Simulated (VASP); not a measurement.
## BaTe: what moves the LDA gap besides the functional

Aim: test what besides the functional moves the gap of BaTe. The starting structure is a measured crystal structure from the Crystallography Open Database. Cell and atoms stay as given unless a step says otherwise.

Program: VASP 6.6.1. Level of theory: Kohn-Sham DFT with plane waves and PAW; LDA. Results are calculated unless marked as measured.

The database entry behind the starting cell differs from later determinations by our own check (about 0.2 % short), so it need not match the best structure at ambient conditions.

### 1. Set-up

It takes space group Fm-3m (No. 225, cubic). Conventional cell: a = 6.986 Å, b = 6.986 Å, c = 6.986 Å, α = 90.00°, β = 90.00°, γ = 90.00°. Nearest to Ba lie 6 Te at 3.49 Å. Nearest to Te lie 6 Ba at 3.49 Å. Farther neighbours and most contacts between anions are not listed.

Coordinates:

```cif
data_structure
_symmetry_space_group_name_H-M 'P 1'
_symmetry_Int_Tables_number 1
_cell_length_a 4.9398
_cell_length_b 4.9398
_cell_length_c 4.9398
_cell_angle_alpha 60.000
_cell_angle_beta 60.000
_cell_angle_gamma 60.000
_cell_volume 85.24
loop_
_atom_site_label
_atom_site_type_symbol
_atom_site_fract_x
_atom_site_fract_y
_atom_site_fract_z
_atom_site_occupancy
Ba1 Ba 0.00000 0.00000 0.00000 1
Te2 Te 0.50000 0.50000 0.50000 1
```

### 2. Reference bands

File INCAR:

```
SYSTEM = BaTe
PREC = Accurate
ENCUT = 350
EDIFF = 1E-06
NELM = 100
ISMEAR = 0
SIGMA = 0.03
LREAL = .FALSE.
ALGO = Normal
GGA = CA
NBANDS = 20
LORBIT = 11
LWAVE = .FALSE.
LCHARG = .FALSE.
KPAR = 4
LASPH = .TRUE.
```

File POSCAR:

```
BaTe
1.0
    0.0000000000      3.4930000000      3.4930000000
    3.4930000000      0.0000000000      3.4930000000
    3.4930000000      3.4930000000      0.0000000000
Ba Te
1 1
Direct
    0.0000000000      0.0000000000      0.0000000000
    0.5000000000      0.5000000000      0.5000000000
```

File KPOINTS:

```
Automatic mesh
0
Gamma
6 6 6
0 0 0
```

File KPOINTS_OPT:

```
Line mode
10
Line-mode
Reciprocal
  0.00000000   0.00000000   0.00000000 GAMMA
  0.50000000   0.00000000   0.50000000 X

  0.50000000   0.00000000   0.50000000 X
  0.50000000   0.25000000   0.75000000 W

  0.50000000   0.25000000   0.75000000 W
  0.37500000   0.37500000   0.75000000 K

  0.37500000   0.37500000   0.75000000 K
  0.00000000   0.00000000   0.00000000 GAMMA

  0.00000000   0.00000000   0.00000000 GAMMA
  0.50000000   0.50000000   0.50000000 L

  0.50000000   0.50000000   0.50000000 L
  0.62500000   0.25000000   0.62500000 U

  0.62500000   0.25000000   0.62500000 U
  0.50000000   0.25000000   0.75000000 W

  0.50000000   0.25000000   0.75000000 W
  0.50000000   0.50000000   0.50000000 L

  0.50000000   0.50000000   0.50000000 L
  0.37500000   0.37500000   0.75000000 K

  0.62500000   0.25000000   0.62500000 U
  0.50000000   0.00000000   0.50000000 X
```

PAW data sets: Ba_sv and Te (LDA family, release 64).

Started as:

```console
$ mpirun -np 4 vasp_std
```

The log of the run:

```text
[banner, memory and clock lines left out]
running    4 mpi-ranks, on    1 nodes
 distrk:  each k-point on    1 cores,    4 groups
 distr:  one band on    1 cores,    1 groups

 POSCAR found type information on POSCAR BaTe
 POSCAR found :  2 types and       2 ions
 LDA part: xc-table for (Slater(with rela. corr.)+CA(PZ))
 , standard interpolation
 POSCAR, INCAR and KPOINTS ok, starting setup
 FFT: planning ... GRIDC
 FFT: planning ... GRID_SOFT
 FFT: planning ... GRID
 WAVECAR not read
 entering main loop
       N       E                     dE             d eps       ncg     rms          rms(c)
DAV:   1     0.594349532861E+02    0.59435E+02   -0.47379E+03   640   0.486E+02
DAV:   2    -0.651528761777E+01   -0.65950E+02   -0.61055E+02   864   0.113E+02
DAV:   3    -0.971118561544E+01   -0.31959E+01   -0.31717E+01   832   0.241E+01
DAV:   4    -0.976136149935E+01   -0.50176E-01   -0.50153E-01   872   0.310E+00
DAV:   5    -0.976246139813E+01   -0.10999E-02   -0.10999E-02   864   0.365E-01    0.383E+00
DAV:   6    -0.962018410381E+01    0.14228E+00   -0.76995E-02   700   0.134E+00    0.241E+00
DAV:   7    -0.959885661049E+01    0.21327E-01   -0.62985E-02   800   0.110E+00    0.772E-01
DAV:   8    -0.959822800915E+01    0.62860E-03   -0.80023E-03   680   0.413E-01    0.185E-01
DAV:   9    -0.959826059207E+01   -0.32583E-04   -0.41667E-04   716   0.119E-01    0.737E-02
DAV:  10    -0.959822362459E+01    0.36967E-04   -0.94037E-05   760   0.519E-02    0.172E-02
DAV:  11    -0.959822550269E+01   -0.18781E-05   -0.26214E-05   740   0.217E-02    0.155E-02
DAV:  12    -0.959822508958E+01    0.41311E-06   -0.96679E-06   676   0.119E-02
   1 F= -.95982251E+01 E0= -.95982251E+01  d E =-.669557E-34
 Start KPOINTS_OPT (optional k-point list driver)
k-point batch [1-16\100]
       N       E                     dE             ncg
DAV:   1    -0.780013238561E+03   -0.52252E+04      640
DAV:   2    -0.179269654255E+04   -0.10127E+04      844
DAV:   3    -0.184740145906E+04   -0.54705E+02      792
DAV:   4    -0.184872738935E+04   -0.13259E+01      888
DAV:   5    -0.184875299832E+04   -0.25609E-01      836
DAV:   6    -0.184875362831E+04   -0.62999E-03      888
DAV:   7    -0.184875365321E+04   -0.24901E-04      700
DAV:   8    -0.184875365431E+04   -0.11001E-05      580
DAV:   9    -0.184875365436E+04   -0.45558E-07      464
[...]
k-point batch [97-100\100]
       N       E                     dE             ncg
DAV:   1     0.453767104489E+04   -0.17131E+04      160
DAV:   2     0.428772042223E+04   -0.24995E+03      228
DAV:   3     0.427469043701E+04   -0.13030E+02      176
DAV:   4     0.427441847653E+04   -0.27196E+00      228
DAV:   5     0.427440717054E+04   -0.11306E-01      204
DAV:   6     0.427440715108E+04   -0.19459E-04      216
DAV:   7     0.427440715080E+04   -0.27512E-06      168
```

It took 31 s on 4 MPI ranks of AMD EPYC 7R43, shared host; peak memory 0.55 GiB; 2 min of CPU time.

The logs omit lines about the potential files and the build; timing stands in the text.

OUTCAR, selected parts (step 2):

```text
ion  position               nearest neighbor table
   1  0.000  0.000  0.000-   2 3.49   2 3.49   2 3.49   2 3.49   2 3.49   2 3.49
   2  0.500  0.500  0.500-   1 3.49   1 3.49   1 3.49   1 3.49   1 3.49   1 3.49

  LATTYP: Found a face centered cubic cell.
 ALAT       =     6.9860000000

 Subroutine GETGRP returns: Found 48 space group operations
 (whereof 48 operations were pure point group operations)

The static configuration has the point symmetry O_h .

 Found     16 irreducible k-points:

   k-points           NKPTS =     16   k-points in BZ     NKDIM =     16   number of bands    NBANDS=     20

   dimension x,y,z NGX =    30 NGY =   30 NGZ =   30
   dimension x,y,z NGXF=    60 NGYF=   60 NGZF=   60

   ENCUT  =  350.0 eV  25.72 Ry    5.07 a.u.   7.54  7.54  7.54*2*pi/ulx,y,z

   NELECT =      16.0000    total number of electrons

 k-points in reciprocal lattice and weights: Automatic mesh
   0.00000000  0.00000000  0.00000000       0.005
   0.16666667  0.00000000  0.00000000       0.037
   0.33333333  0.00000000  0.00000000       0.037
   0.50000000  0.00000000  0.00000000       0.019
   0.16666667  0.16666667  0.00000000       0.028
   0.33333333  0.16666667  0.00000000       0.111
   0.50000000  0.16666667  0.00000000       0.111
  -0.33333333  0.16666667  0.00000000       0.111
  -0.16666667  0.16666667  0.00000000       0.056
[...]
-0.33333333  0.33333333  0.16666667       0.111
  -0.33333333  0.50000000  0.16666667       0.056

 average (electrostatic) potential at core
       1 -36.2031       2 -91.2447

 E-fermi :   2.3761

 k-point     1 :       0.0000    0.0000    0.0000
  band No.  band energies     occupation
    ...
      4      -9.9825      2.00000
      5      -7.4957      2.00000
      6       2.1245      2.00000
      7       2.1245      2.00000
      8       2.1245      2.00000
      9       4.8364      0.00000
     10       4.9281      0.00000
     11       4.9281      0.00000
     12       4.9281      0.00000
     13       5.6029      0.00000
    ...

 k-point     2 :       0.1667    0.0000    0.0000
  band No.  band energies     occupation
    ...
      4      -9.9857      2.00000
      5      -7.2911      2.00000
      6       1.2816      2.00000
      7       1.7315      2.00000
      8       1.7315      2.00000
      9       4.9627      0.00000
     10       5.2693      0.00000
     11       5.2693      0.00000
     12       5.9695      0.00000
     13       6.3762      0.00000
    ...

 k-point     3 :       0.3333    0.0000    0.0000
  band No.  band energies     occupation
    ...
      4      -9.9919      2.00000
      5      -6.9104      2.00000
      6       0.2291      2.00000
      7       1.1793      2.00000
      8       1.1793      2.00000
      9       5.4008      0.00000
     10       6.1388      0.00000
     11       6.1388      0.00000
     12       7.3584      0.00000
     13       8.0350      0.00000
    ...

  Total       -0.6774690     -0.6774690     -0.6774690      0.0000000      0.0000000      0.0000000
  in kB      -12.7342762    -12.7342762    -12.7342762      0.0000000      0.0000000      0.0000000
  external PRESSURE =     -12.7342762 kB  Pullay stress =       0.0000000 kB

  energy-cutoff  :      350.00
  volume of cell :       85.24
      direct lattice vectors                 reciprocal lattice vectors
     0.000000000  3.493000000  3.493000000    -0.143143430  0.143143430  0.143143430
     3.493000000  0.000000000  3.493000000     0.143143430 -0.143143430  0.143143430
     3.493000000  3.493000000  0.000000000     0.143143430  0.143143430 -0.143143430

 POSITION                                       TOTAL-FORCE (eV/Angst)
 -----------------------------------------------------------------------------------
      0.00000      0.00000      0.00000         0.000000     -0.000000     -0.000000
      3.49300      3.49300      3.49300        -0.000000      0.000000      0.000000
 -----------------------------------------------------------------------------------
    total drift:                               -0.000000      0.000000      0.000000

  FREE ENERGIE OF THE ION-ELECTRON SYSTEM (eV)
  ---------------------------------------------------
  free  energy   TOTEN  =        -9.5982250896 eV

  energy  without entropy=       -9.5982250896  energy(sigma->0) =       -9.59822509

 total charge
# of ion       s       p       d       tot
------------------------------------------
    1        2.009   5.595   0.278   7.881
    2        1.349   2.125   0.004   3.478
--------------------------------------------------
tot          3.358   7.719   0.282  11.359

[... 3 further parts left out ...]
```

Spin-orbit coupling is off here; with elements this heavy it can split and shift levels by tenths of an eV.

The reference gap is 1.377 eV.

### 3. Bands with cell and atoms relaxed by LDA

Against step 2 the input has another starting structure. The cell comes from a relaxation at this level, not shown (81.97 Å³).

INCAR is that of step 2.

File POSCAR:

```
BaTe
1.0
    0.0000000000      3.4477969688      3.4477969688
    3.4477969688      0.0000000000      3.4477969688
    3.4477969688      3.4477969688      0.0000000000
Ba Te
1 1
Direct
    0.0000000000      0.0000000000      0.0000000000
    0.5000000000      0.5000000000      0.5000000000
```

KPOINTS is that of step 2.

KPOINTS_OPT is that of step 2.

Started as:

```console
$ mpirun -np 4 vasp_std
```

The log of the run:

```text
[... set-up lines as in an earlier step ...]
 entering main loop
       N       E                     dE             d eps       ncg     rms          rms(c)
DAV:   1     0.562226127452E+02    0.56223E+02   -0.47292E+03   640   0.487E+02
DAV:   2    -0.658729587186E+01   -0.62810E+02   -0.58176E+02   852   0.113E+02
DAV:   3    -0.970053939763E+01   -0.31132E+01   -0.30904E+01   816   0.240E+01
DAV:   4    -0.976757793871E+01   -0.67039E-01   -0.67003E-01   868   0.349E+00
[...]
DAV:  10    -0.961129036389E+01    0.24402E-04   -0.74504E-05   768   0.467E-02    0.169E-02
DAV:  11    -0.961129142446E+01   -0.10606E-05   -0.23532E-05   736   0.212E-02    0.136E-02
DAV:  12    -0.961129094277E+01    0.48169E-06   -0.77877E-06   688   0.112E-02
   1 F= -.96112909E+01 E0= -.96112909E+01  d E =-.922539E-16
 Start KPOINTS_OPT (optional k-point list driver)
k-point batch [1-16\100]
       N       E                     dE             ncg
DAV:   1    -0.678613738731E+03   -0.48954E+04      640
DAV:   2    -0.172536693922E+04   -0.10468E+04      816
DAV:   3    -0.177555258860E+04   -0.50186E+02      764
DAV:   4    -0.177690851201E+04   -0.13559E+01      916
DAV:   5    -0.177693695908E+04   -0.28447E-01      808
DAV:   6    -0.177693763996E+04   -0.68088E-03      892
DAV:   7    -0.177693766768E+04   -0.27719E-04      680
DAV:   8    -0.177693766891E+04   -0.12304E-05      564
DAV:   9    -0.177693766896E+04   -0.51740E-07      476
[...]
k-point batch [97-100\100]
       N       E                     dE             ncg
DAV:   1     0.433440319401E+04   -0.17862E+04      160
DAV:   2     0.409737610222E+04   -0.23703E+03      196
DAV:   3     0.408414548325E+04   -0.13231E+02      188
DAV:   4     0.408381553705E+04   -0.32995E+00      216
DAV:   5     0.408380231101E+04   -0.13226E-01      176
DAV:   6     0.408380177254E+04   -0.53847E-03      216
DAV:   7     0.408380174928E+04   -0.23257E-04      200
DAV:   8     0.408380174826E+04   -0.10251E-05      196
DAV:   9     0.408380174822E+04   -0.36001E-07      100
```

Elapsed: 33 s, on 4 MPI ranks; peak memory 0.56 GiB; 2.1 min of CPU time.

OUTCAR, selected parts (step 3):

```text
  Total       -0.0093730     -0.0093730     -0.0093730      0.0000000      0.0000000     -0.0000000
  in kB       -0.1832037     -0.1832037     -0.1832037      0.0000000      0.0000000     -0.0000000
  external PRESSURE =      -0.1832037 kB  Pullay stress =       0.0000000 kB

 POSITION                                       TOTAL-FORCE (eV/Angst)
 -----------------------------------------------------------------------------------
      0.00000      0.00000      0.00000        -0.000000      0.000000      0.000000
      3.44780      3.44780      3.44780         0.000000     -0.000000     -0.000000
 -----------------------------------------------------------------------------------
    total drift:                               -0.000000      0.000000      0.000000

  FREE ENERGIE OF THE ION-ELECTRON SYSTEM (eV)
  ---------------------------------------------------
  free  energy   TOTEN  =        -9.6112909428 eV

  energy  without entropy=       -9.6112909428  energy(sigma->0) =       -9.61129094

[... 1 part as in an earlier step ...]

[... 2 further parts left out ...]
[key lines of the parts left out:]
E-fermi :   2.5423
```

With cell and atoms relaxed by LDA the gap is 1.287 eV, -0.090 eV from the reference.

### 4. Bands with an 8×8×8 mesh

Against step 2 the input has an 8×8×8 mesh.

INCAR is that of step 3.

File POSCAR:

```
BaTe
1.0
    0.0000000000      3.4930000000      3.4930000000
    3.4930000000      0.0000000000      3.4930000000
    3.4930000000      3.4930000000      0.0000000000
Ba Te
1 1
Direct
    0.0000000000      0.0000000000      0.0000000000
    0.5000000000      0.5000000000      0.5000000000
```

File KPOINTS:

```
Automatic mesh
0
Gamma
8 8 8
0 0 0
```

KPOINTS_OPT is that of step 3.

Started as:

```console
$ mpirun -np 4 vasp_std
```

The log of the run:

```text
[... set-up lines as in an earlier step ...]
 entering main loop
       N       E                     dE             d eps       ncg     rms          rms(c)
DAV:   1     0.578343779542E+02    0.57834E+02   -0.47780E+03  1160   0.490E+02
DAV:   2    -0.643728172366E+01   -0.64272E+02   -0.59906E+02  1524   0.114E+02
DAV:   3    -0.967422931938E+01   -0.32369E+01   -0.32101E+01  1492   0.243E+01
DAV:   4    -0.976162847682E+01   -0.87399E-01   -0.87347E-01  1596   0.386E+00
[...]
DAV:  11    -0.959887929493E+01   -0.26227E-05   -0.26148E-05  1336   0.218E-02    0.160E-02
DAV:  12    -0.959887836949E+01    0.92543E-06   -0.10116E-05  1252   0.123E-02    0.164E-02
DAV:  13    -0.959887791442E+01    0.45507E-06   -0.86833E-07  1156   0.444E-03
   1 F= -.95988779E+01 E0= -.95988779E+01  d E =-.272957E-25
 Start KPOINTS_OPT (optional k-point list driver)
k-point batch [1-29\100]
       N       E                     dE             ncg
DAV:   1    -0.138206126946E+04   -0.10773E+05     1160
DAV:   2    -0.328886894886E+04   -0.19068E+04     1528
DAV:   3    -0.338363151333E+04   -0.94763E+02     1472
DAV:   4    -0.338580778267E+04   -0.21763E+01     1532
DAV:   5    -0.338585674818E+04   -0.48966E-01     1524
DAV:   6    -0.338585771288E+04   -0.96470E-03     1504
DAV:   7    -0.338585775244E+04   -0.39565E-04     1304
DAV:   8    -0.338585775423E+04   -0.17816E-05      992
DAV:   9    -0.338585775430E+04   -0.79527E-07      800
[...]
k-point batch [88-100\100]
       N       E                     dE             ncg
DAV:   1     0.510761964015E+04   -0.59613E+04      520
DAV:   2     0.425329976866E+04   -0.85432E+03      668
DAV:   3     0.421051204745E+04   -0.42788E+02      688
DAV:   4     0.420966952284E+04   -0.84252E+00      668
DAV:   5     0.420964934603E+04   -0.20177E-01      732
DAV:   6     0.420964913674E+04   -0.20929E-03      668
DAV:   7     0.420964912878E+04   -0.79564E-05      612
DAV:   8     0.420964912845E+04   -0.32957E-06      456
```

Run time: 40 s. Hardware: 4 MPI ranks; peak memory 0.6 GiB.

From OUTCAR (step 4):

```text
  Total       -0.6734497     -0.6734497     -0.6734497      0.0000000      0.0000000      0.0000000
  in kB      -12.6587260    -12.6587260    -12.6587260      0.0000000      0.0000000      0.0000000
  external PRESSURE =     -12.6587260 kB  Pullay stress =       0.0000000 kB

 POSITION                                       TOTAL-FORCE (eV/Angst)
 -----------------------------------------------------------------------------------
      0.00000      0.00000      0.00000         0.000000     -0.000000      0.000000
      3.49300      3.49300      3.49300        -0.000000      0.000000     -0.000000
 -----------------------------------------------------------------------------------
    total drift:                               -0.000000      0.000000      0.000000

  FREE ENERGIE OF THE ION-ELECTRON SYSTEM (eV)
  ---------------------------------------------------
  free  energy   TOTEN  =        -9.5988779144 eV

  energy  without entropy=       -9.5988779144  energy(sigma->0) =       -9.59887791

[... 1 part as in an earlier step ...]

[... 2 further parts left out ...]
[key lines of the parts left out:]
E-fermi :   2.3343
```

With an 8×8×8 mesh the gap is 1.379 eV, +0.002 eV from the reference.

### 5. Comparison

```
                          run  gap (eV)  change (eV)  core minutes
                    reference     1.377            -          2.07
cell and atoms relaxed by LDA     1.287        -0.09           2.2
                an 8×8×8 mesh     1.379        0.002          2.67
```

Core minutes are wall time times ranks of the run shown, on a shared host.

### 6. Results

```json
{
  "reference gap": "1.377 eV",
  "gap with cell and atoms relaxed by LDA": "1.287 eV",
  "gap with an 8×8×8 mesh": "1.379 eV"
}
```

What this shows: Among the runs that read a gap along the path, the one with cell and atoms relaxed by LDA moves it most, by -0.090 eV. On finer settings it changes by +0.002 eV with an 8×8×8 mesh. The functional's own error isn't tested here. Further runs on this material are not shown.

[Lines on the potential files, build, host, timing and source positions are cut from VASP's logs without a mark.]

[Logs are printed without paths, hosts, clocks, repeated set-up lines and the standing remarks that a program may print on its own settings, such as how far it seeks lower states.]

[Hosts, paths, dates, database ids (printed as entryN), source tags and the programs' standing remarks are cut or masked in the printed files.]
